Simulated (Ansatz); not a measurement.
# Pb (P6_3/mmc) in Ansatz: a series of runs

The runs below take Pb through band structure, with PBEsol.

All numbers are computed with Ansatz 0.2.0; they aren't measurements. Logs are shortened: lines on timing, memory, paths and dates and some standing lists are left out, and cuts for length are marked.

### 1 Starting point

The structure is hexagonal, space group P6_3/mmc (No. 194). The conventional cell has a = 3.480 Å, b = 3.480 Å, c = 5.590 Å, α = 90.00°, β = 90.00°, γ = 120.00°. Around Pb (site symmetry -6m2) lie 12 Pb at 3.44 to 3.48 Å.

This isn't the form of Pb at room conditions, which is fcc.

### 2 Band structure, PBEsol

The input, input.yaml:

```yaml
crystal:
  lattice:
    - [3.48, 0.0, 0.0]
    - [-1.74, 3.0137684052, 0.0]
    - [0.0, 0.0, 5.59]
  atoms:
    - { symbol: Pb, position: [0.6666666667, 0.3333333333, 0.75] }
    - { symbol: Pb, position: [0.3333333333, 0.6666666667, 0.25] }
kpoints:
  mp_grid: { grid: [9, 9, 5] }
  band_path:
    path:
      - [0.0, 0.0, 0.0]
      - [0.5, 0.0, 0.0]
      - [0.3333333333, 0.3333333333, 0.0]
      - [0.0, 0.0, 0.0]
      - [0.0, 0.0, 0.5]
      - [0.5, 0.0, 0.5]
      - [0.3333333333, 0.3333333333, 0.5]
      - [0.0, 0.0, 0.5]
    npoints: 6
scf:
  occupations: { method: fermi_dirac, width: 0.05 }
hamiltonian:
  xc: pbesol
  pseudopotentials: { kind: all_electron, lapw: { basis_error: 0.001 } }
output:
  forces: true
  stress: true
  eigenvalues: true
```

Potentials or basis: all-electron LAPW, scalar-relativistic.

The run is started by

```console
ansatz run input.yaml --threads 1 --pin off --max-ram 3072MiB --backend cpu --events-out ev --progress --plain --runs-dir out
```

Standard output:

```text
Warning: RAYON_NUM_THREADS=1 ignored (pool sized by the plan → 1); use --threads N
LAPW: plane waves up to 6.502 Å⁻¹, error target 1.0e-3 eV per atom; small_component_spin mean_spin; Pb in spheres of 1.721 Å, 36 of its electrons in bands, Dirac shells [] (how accurate: hamiltonian.pseudopotentials.lapw.basis_error, Limitations)
Engine: ansatz 0.2.0, aarch64-unknown-linux-gnu
Pseudopotentials: kind: all_electron
Pseudopotential: Pb, LAPW, valence charge 36, lapw/all_electron/scalar/gaussian/Pb, Koelling and Harmon's equation, gaussian nucleus
Functional definition: PBEsol
  exchange = pbesol_x
  correlation = pbesol_c
Crystal: 2 atoms, lattice volume = 58.627 Å³
Basis set: ecut = 161.08692487961187 eV, 287 PW (Γ), exchange–correlation at level 2
Bands: 44, of which v1, the nominal top of the filled ones, is band 36 counted from 1 (35 counted from 0)
Symmetry: 24 space group operations
Space group: P63/mmc (ITA 194), of the structure as read, at distance tolerance 3.9e-5 Å
k-points: 36 of 405
Non-local potential: Pb, projectors of the file, none
Initial density: superposition of atomic densities (chi_scale 0.1, normalization cell)
Initial wavefunctions: plane waves of lowest kinetic energy (no species holds an atomic orbital)
Functional: x = pbesol(κ = 0.804, μ = 0.12345679012345678), c = pbesol(β = 0.046)
iter 1 solved again at ethr=1.01e-5 eV; its pass at ethr=1.00e-1 eV (dr2=7.28e-3 eV) is discarded
SCF iter   1: F=—  HF=-1135830.305426 eV  |F-HF|=—  |Δ(HF+E_count)|=         —  Δρ=3.75e-3  dr2=7.34e-3  ethr=1.01e-5  ⟨swp⟩=3.8  Hψ=10405  notcnv=0
preconditioner: auto → LDOS  [metal: Δε(μ)=0.111 eV  Ē_g=19.846 eV  σ=0.050 eV  W_gap=0.44  n_scr=22 (ndim 8)  ℏωp=25.7 eV  f_vac=0.023  D(μ)=1.12/eV (n_scr^D=2)  β→1.0]
iter 2 solved again at ethr=6.11e-7 eV; its pass at ethr=1.01e-5 eV (dr2=4.40e-4 eV) is discarded
SCF iter   2: F=—  HF=-1135830.294645 eV  |F-HF|=—  |Δ(HF+E_count)|=   1.08e-2  Δρ=1.04e-3  dr2=4.40e-4  ethr=6.11e-7  ⟨swp⟩=2.0  Hψ=8145  notcnv=0
SCF iter   3: F=—  HF=-1135830.274128 eV  |F-HF|=—  |Δ(HF+E_count)|=   2.05e-2  Δρ=7.11e-4  dr2=2.13e-4  ethr=6.10e-7  ⟨swp⟩=3.0  Hψ=5135  notcnv=0
SCF iter   4: F=—  HF=-1135830.273100 eV  |F-HF|=—  |Δ(HF+E_count)|=   1.03e-3  Δρ=2.71e-4  dr2=3.13e-5  ethr=2.96e-7  ⟨swp⟩=2.0  Hψ=4652  notcnv=0
SCF iter   5: F=—  HF=-1135830.273090 eV  |F-HF|=—  |Δ(HF+E_count)|=   9.09e-6  Δρ=7.33e-5  dr2=2.33e-6  ethr=4.35e-8  ⟨swp⟩=2.0  Hψ=4652  notcnv=0
SCF iter   6: F=-1135830.273092 eV  HF=-1135830.273092 eV  |F-HF|=2.21e-8  |Δ(HF+E_count)|=   2.03e-6  Δρ=8.04e-6  dr2=3.27e-8  ethr=3.24e-9  ⟨swp⟩=2.0  Hψ=4652  notcnv=0
SCF 1 converged in 6 iterations: F = -1135830.273092 eV  dr2 = 3.27e-8
NSCF: frozen V_eff on 43 k-points
SCF converged after 6 iterations
Free energy (F): -1135830.273092 eV
Harris-Foulkes:  -1135830.273092 eV  (|F-HF|=2.21e-8)
Internal energy: -1135830.262633 eV  (E = F + TS)
E sigma→0 (E₀):  -1135830.267863 eV
Entropy (-TS):   -0.010459 eV (-5.230 meV/atom)
Fermi energy:    16.109052 eV
--- Per-component energies (eV) ---
  E_band       = -4355.587570
  E_kinetic    = 1309464.957458
  E_xc         = -20855.855584
  E_electrostatic = -2424439.364507  (all electrons and nuclei)
  E_smearing   = -0.010459  (= −TS)
  E_closure    = 0.000000  (closes the sum)
  E_atoms      = -1135822.357311  (free atoms, spherical and without spin; not in F)
  Σ components = -1135830.273092   (vs F -1135830.273092, Δ=0.00e0)
  Basis errors (estimates in eV, not in F): energy 2.1e-4 per atom: plane waves 2.0e-4 (1.0e-4 summed), levels above the bands 6.0e-103, relativity 1.1e-8, radial functions 6.4e-6, core shells 1.9e-9; eigenvalues (radial functions only) 1.3e-5; not estimated: angular momenta, meshes, grids; target (lapw.basis_error) 1.0e-3; muffin-tin radii Pb 1.721 Å
--- Forces (eV/Å), atoms counted from 1 ---
  atom   1  Pb     0.00000000     0.00000000     0.00000000
  atom   2  Pb    -0.00000000     0.00000000    -0.00000000
  max |Σ_I F_I| component: 1.16e-18 eV/Å
--- Stress (GPa, compression-positive) ---
       -0.207546       0.000000       0.000000
        0.000000      -0.207546      -0.000000
        0.000000      -0.000000       3.612497
  P = ⅓ Tr σ = 1.0658 GPa (10.658 kbar)
--- Band table (eV; the first three rows and the last of 36) ---
  k-point 0: bands = ["-123.4780", "-123.4779", "-112.5334", "-112.5334", "-112.5334", "-112.5334", "-112.5284", "-112.5284", "-112.5284", "-112.5284", "-112.5252", "-112.5252", "-112.5252", "-112.5252", "-112.5241", "-112.5241", "-65.2659", "-65.2659", "-65.2652", "-65.2652", "-65.2510", "-65.2469", "-0.9164", "-0.8653", "-0.8649", "-0.8649", "-0.8397", "-0.8397", "-0.7869", "-0.7869", "-0.5884", "-0.5884", "4.1558", "8.1425", "11.8140", "21.7108", "21.7108", "23.6159", "23.6159", "24.2963", "24.9055", "25.1528", "27.6450", "28.5206"]
  k-point 1: bands = ["-123.4780", "-123.4780", "-112.5334", "-112.5334", "-112.5334", "-112.5334", "-112.5284", "-112.5284", "-112.5284", "-112.5284", "-112.5252", "-112.5252", "-112.5252", "-112.5252", "-112.5241", "-112.5241", "-65.2659", "-65.2659", "-65.2652", "-65.2652", "-65.2506", "-65.2473", "-0.9087", "-0.8800", "-0.8800", "-0.8668", "-0.8504", "-0.8504", "-0.7504", "-0.7504", "-0.5990", "-0.5990", "4.3611", "7.2889", "13.0952", "21.8746", "21.8746", "22.0626", "23.4285", "23.4285", "24.9871", "25.2516", "27.0790", "28.0320"]
  k-point 2: bands = ["-123.4780", "-123.4780", "-112.5334", "-112.5334", "-112.5334", "-112.5334", "-112.5284", "-112.5284", "-112.5284", "-112.5284", "-112.5252", "-112.5252", "-112.5252", "-112.5252", "-112.5241", "-112.5241", "-65.2657", "-65.2657", "-65.2654", "-65.2654", "-65.2496", "-65.2483", "-0.8910", "-0.8869", "-0.8869", "-0.8747", "-0.8727", "-0.8727", "-0.6876", "-0.6876", "-0.6327", "-0.6327", "4.9788", "5.9943", "15.6616", "18.7468", "22.3257", "22.3257", "22.9256", "22.9256", "25.2146", "25.3957", "26.5857", "26.9932"]
  k-point 35: bands = ["-123.4779", "-123.4779", "-112.5334", "-112.5334", "-112.5334", "-112.5334", "-112.5284", "-112.5284", "-112.5284", "-112.5284", "-112.5252", "-112.5252", "-112.5252", "-112.5252", "-112.5241", "-112.5241", "-65.2677", "-65.2675", "-65.2675", "-65.2673", "-65.2486", "-65.2486", "-0.9139", "-0.9139", "-0.8532", "-0.7530", "-0.7446", "-0.7446", "-0.7246", "-0.7230", "-0.5822", "-0.5822", "9.0844", "9.0844", "13.6262", "13.6262", "14.0945", "15.1076", "20.8979", "20.8979", "24.1031", "26.0351", "26.0351", "26.6500"]
```

Wall time 16 s (1 thread of Arm Neoverse V2, shared host); peak memory 0.31 GiB.

What came out:

| Quantity | Value |
| --- | --- |
| Free energy | -1135830.2731 eV |
| Pressure | 1.1 GPa |
| Band gap along the path | none (metal or under the smearing width) |

Levels at the corners of the path, in eV from the Fermi level:
```
point  band 32  band 33  band 34  band 35  band 36  band 37  band 38  band 39  band 40  band 41
    Γ   -16.70   -11.95    -7.97    -4.30     5.60     5.60     7.51     7.51     8.19     8.80
    M   -16.67    -8.38    -7.13    -2.89    -1.41    -0.51     1.80     1.98     5.81     6.17
    K   -16.69    -7.29    -7.29    -2.91    -0.44    -0.44     0.84     1.13     1.13     4.95
    Γ   -16.70   -11.95    -7.97    -4.30     5.60     5.60     7.51     7.51     8.19     8.80
    A   -16.77   -10.67   -10.67     1.05     1.05     6.51     6.51     6.51     6.51     9.23
    L   -16.68    -7.53    -7.53    -3.81    -3.81     3.45     3.45     3.79     3.79     6.98
    H   -16.69    -6.99    -6.99    -2.62    -2.62    -1.54    -1.54     5.27     5.27     9.22
    A   -16.77   -10.67   -10.67     1.05     1.05     6.51     6.51     6.51     6.51     9.23
```

Caveat: spin-orbit coupling is left out, which moves the levels of the heavy elements.

### 3 Band structure, PBEsol

Changes to input.yaml since step 2:

```diff
@@ -25,3 +25,6 @@
   xc: pbesol
-  pseudopotentials: { kind: all_electron, lapw: { basis_error: 0.001 } }
+  pseudopotentials:
+    kind: all_electron
+    lapw: { basis_error: 0.001 }
+    relativity: none
 output:
```

Potentials or basis: all-electron LAPW, non-relativistic.

The run is started by

```console
ansatz run input.yaml --threads 1 --pin off --max-ram 3072MiB --backend cpu --events-out ev --progress --plain --runs-dir out
```

Standard output:

```text
Warning: RAYON_NUM_THREADS=1 ignored (pool sized by the plan → 1); use --threads N
LAPW: plane waves up to 6.487 Å⁻¹, error target 1.0e-3 eV per atom; Pb in spheres of 1.721 Å, 36 of its electrons in bands, Dirac shells [] (how accurate: hamiltonian.pseudopotentials.lapw.basis_error, Limitations)
Engine: ansatz 0.2.0, aarch64-unknown-linux-gnu
Pseudopotentials: kind: all_electron
Pseudopotential: Pb, LAPW, valence charge 36, lapw/all_electron/none/Pb, Schrödinger's equation, point nucleus
Functional definition: PBEsol
  exchange = pbesol_x
  correlation = pbesol_c
Crystal: 2 atoms, lattice volume = 58.627 Å³
Basis set: ecut = 160.34722161426618 eV, 287 PW (Γ), exchange–correlation at level 2
Bands: 44, of which v1, the nominal top of the filled ones, is band 36 counted from 1 (35 counted from 0)
Symmetry: 24 space group operations
Space group: P63/mmc (ITA 194), of the structure as read, at distance tolerance 3.9e-5 Å
k-points: 36 of 405
Non-local potential: Pb, projectors of the file, none
Initial density: superposition of atomic densities (chi_scale 0.1, normalization cell)
Initial wavefunctions: plane waves of lowest kinetic energy (no species holds an atomic orbital)
Functional: x = pbesol(κ = 0.804, μ = 0.12345679012345678), c = pbesol(β = 0.046)
iter 1 solved again at ethr=1.19e-5 eV; its pass at ethr=1.00e-1 eV (dr2=8.57e-3 eV) is discarded
SCF iter   1: F=—  HF=-1062512.379643 eV  |F-HF|=—  |Δ(HF+E_count)|=         —  Δρ=4.75e-3  dr2=8.66e-3  ethr=1.19e-5  ⟨swp⟩=3.8  Hψ=10387  notcnv=0
preconditioner: auto → Kerker (q_TF=auto, 2.823 Å⁻¹)  [metal: Δε(μ)=0.064 eV  Ē_g=21.497 eV  σ=0.050 eV  W_gap=0.31  n_scr=22 (ndim 8)  ℏωp=25.7 eV  f_vac=0.003  D(μ)=1.28/eV (n_scr^D=2)]
SCF iter   2: F=—  HF=-1062512.342766 eV  |F-HF|=—  |Δ(HF+E_count)|=   3.69e-2  Δρ=2.78e-3  dr2=3.66e-3  ethr=1.19e-5  ⟨swp⟩=2.3  Hψ=4663  notcnv=0
SCF iter   3: F=—  HF=-1062512.339712 eV  |F-HF|=—  |Δ(HF+E_count)|=   3.05e-3  Δρ=1.57e-3  dr2=1.46e-3  ethr=5.09e-6  ⟨swp⟩=2.0  Hψ=4652  notcnv=0
SCF iter   4: F=—  HF=-1062512.339412 eV  |F-HF|=—  |Δ(HF+E_count)|=   3.00e-4  Δρ=8.40e-4  dr2=5.15e-4  ethr=2.03e-6  ⟨swp⟩=2.0  Hψ=4652  notcnv=0
SCF iter   5: F=—  HF=-1062512.339479 eV  |F-HF|=—  |Δ(HF+E_count)|=   6.72e-5  Δρ=3.50e-4  dr2=1.04e-4  ethr=7.15e-7  ⟨swp⟩=2.0  Hψ=4652  notcnv=0
iter 6 solved again at ethr=5.18e-9 eV; its pass at ethr=1.45e-7 eV (dr2=3.73e-6 eV) is discarded
SCF iter   6: F=—  HF=-1062512.339486 eV  |F-HF|=—  |Δ(HF+E_count)|=   6.20e-6  Δρ=7.84e-5  dr2=3.72e-6  ethr=5.18e-9  ⟨swp⟩=2.0  Hψ=7865  notcnv=0
SCF iter   7: F=—  HF=-1062512.339486 eV  |F-HF|=—  |Δ(HF+E_count)|=   2.27e-7  Δρ=2.20e-5  dr2=3.67e-7  ethr=5.17e-9  ⟨swp⟩=2.0  Hψ=4652  notcnv=0
SCF iter   8: F=-1062512.339486 eV  HF=-1062512.339486 eV  |F-HF|=1.40e-9  |Δ(HF+E_count)|=   1.58e-8  Δρ=6.10e-6  dr2=3.09e-8  ethr=5.10e-10  ⟨swp⟩=2.0  Hψ=4652  notcnv=0
SCF 1 converged in 8 iterations: F = -1062512.339486 eV  dr2 = 3.09e-8
NSCF: frozen V_eff on 43 k-points
SCF converged after 8 iterations
Free energy (F): -1062512.339486 eV
Harris-Foulkes:  -1062512.339486 eV  (|F-HF|=1.40e-9)
Internal energy: -1062512.329071 eV  (E = F + TS)
E sigma→0 (E₀):  -1062512.334278 eV
Entropy (-TS):   -0.010415 eV (-5.208 meV/atom)
Fermi energy:    17.267291 eV
--- Per-component energies (eV) ---
  E_band       = -4673.266649
  E_kinetic    = 1062243.534564
  E_xc         = -19505.171653
  E_electrostatic = -2105250.691982  (all electrons and nuclei)
  E_smearing   = -0.010415  (= −TS)
  E_closure    = 0.000000  (closes the sum)
  E_atoms      = -1062504.229571  (free atoms, spherical and without spin; not in F)
  Σ components = -1062512.339486   (vs F -1062512.339486, Δ=0.00e0)
  Basis errors (estimates in eV, not in F): energy 2.1e-4 per atom: plane waves 2.1e-4 (1.0e-4 summed), levels above the bands 2.1e-94, relativity 0.0e0, radial functions 4.0e-6, core shells 1.5e-9; eigenvalues (radial functions only) 1.2e-5; not estimated: angular momenta, meshes, grids; target (lapw.basis_error) 1.0e-3; muffin-tin radii Pb 1.721 Å
--- Forces (eV/Å), atoms counted from 1 ---
  atom   1  Pb     0.00000000    -0.00000000     0.00000000
  atom   2  Pb    -0.00000000     0.00000000    -0.00000000
  max |Σ_I F_I| component: 4.63e-18 eV/Å
--- Stress (GPa, compression-positive) ---
        3.045382       0.000000       0.000000
        0.000000       3.045382      -0.000000
        0.000000      -0.000000       3.057153
  P = ⅓ Tr σ = 3.0493 GPa (30.493 kbar)
--- Band table (eV; the first three rows and the last of 36) ---
  k-point 0: bands = ["-130.2589", "-130.2589", "-130.2589", "-130.2589", "-130.2568", "-130.2568", "-130.2568", "-130.2568", "-130.2553", "-130.2553", "-130.2553", "-130.2553", "-130.2548", "-130.2548", "-92.8105", "-92.8099", "-58.3740", "-58.3719", "-58.3719", "-58.3706", "-58.3706", "-58.3666", "-3.0227", "-3.0104", "-2.9944", "-2.9944", "-2.9762", "-2.9762", "-2.9466", "-2.9466", "-2.7847", "-2.7847", "6.6231", "11.5277", "12.4594", "22.7734", "22.7734", "24.7092", "24.7092", "25.5449", "25.5842", "25.9520", "27.8882", "28.8236"]
  k-point 1: bands = ["-130.2589", "-130.2589", "-130.2589", "-130.2589", "-130.2568", "-130.2568", "-130.2568", "-130.2568", "-130.2553", "-130.2553", "-130.2553", "-130.2553", "-130.2548", "-130.2548", "-92.8105", "-92.8100", "-58.3733", "-58.3718", "-58.3718", "-58.3707", "-58.3707", "-58.3673", "-3.0203", "-3.0103", "-3.0087", "-3.0087", "-2.9848", "-2.9848", "-2.9151", "-2.9151", "-2.7933", "-2.7933", "6.8310", "10.0015", "14.4009", "22.9521", "22.9521", "23.3672", "24.5637", "24.5637", "25.6034", "25.8809", "27.9066", "28.1037"]
  k-point 2: bands = ["-130.2589", "-130.2589", "-130.2589", "-130.2589", "-130.2568", "-130.2568", "-130.2568", "-130.2568", "-130.2553", "-130.2553", "-130.2553", "-130.2553", "-130.2548", "-130.2548", "-92.8103", "-92.8101", "-58.3715", "-58.3715", "-58.3714", "-58.3710", "-58.3710", "-58.3691", "-3.0152", "-3.0146", "-3.0146", "-3.0114", "-3.0028", "-3.0028", "-2.8642", "-2.8642", "-2.8203", "-2.8203", "7.4599", "8.5186", "17.1144", "20.1631", "23.4449", "23.4449", "24.0862", "24.0862", "25.6159", "25.7276", "27.6748", "27.6748"]
  k-point 35: bands = ["-130.2589", "-130.2589", "-130.2589", "-130.2589", "-130.2568", "-130.2568", "-130.2568", "-130.2568", "-130.2553", "-130.2553", "-130.2553", "-130.2553", "-130.2548", "-130.2548", "-92.8099", "-92.8099", "-58.3754", "-58.3754", "-58.3750", "-58.3744", "-58.3691", "-58.3691", "-3.0368", "-3.0368", "-2.9903", "-2.8985", "-2.8929", "-2.8929", "-2.8892", "-2.8781", "-2.7808", "-2.7808", "12.8978", "12.8978", "14.3979", "14.3979", "14.7028", "15.7209", "21.9419", "21.9419", "24.3304", "26.7486", "26.7486", "26.8822"]
```

Wall time 18 s (1 thread of Arm Neoverse V2, shared host); peak memory 0.31 GiB.

What came out:

| Property | Result |
| --- | --- |
| Free energy | -1062512.3395 eV |
| Pressure | 3.0 GPa |
| Band gap along the path | none (metal or under the smearing width) |

Levels at the corners of the path, in eV from the Fermi level:
```
point  band 34  band 35  band 36  band 37  band 38  band 39
    Γ    -5.74    -4.81     5.51     5.51     7.44     7.44
    M    -5.67    -1.55    -1.33    -1.01     1.09     1.68
    K    -5.09    -3.45     0.08     0.08     0.43     0.61
    Γ    -5.74    -4.81     5.51     5.51     7.44     7.44
    A    -9.33     1.34     1.34     6.50     6.50     6.50
    L    -5.25    -4.22    -4.22     3.17     3.17     3.97
    H    -4.20    -3.15    -3.15    -2.09    -2.09     5.16
    A    -9.33     1.34     1.34     6.50     6.50     6.50
```

Caveat: relativity is left out, which matters for the heavier elements; spin-orbit coupling is left out, which moves the levels of the heavy elements.
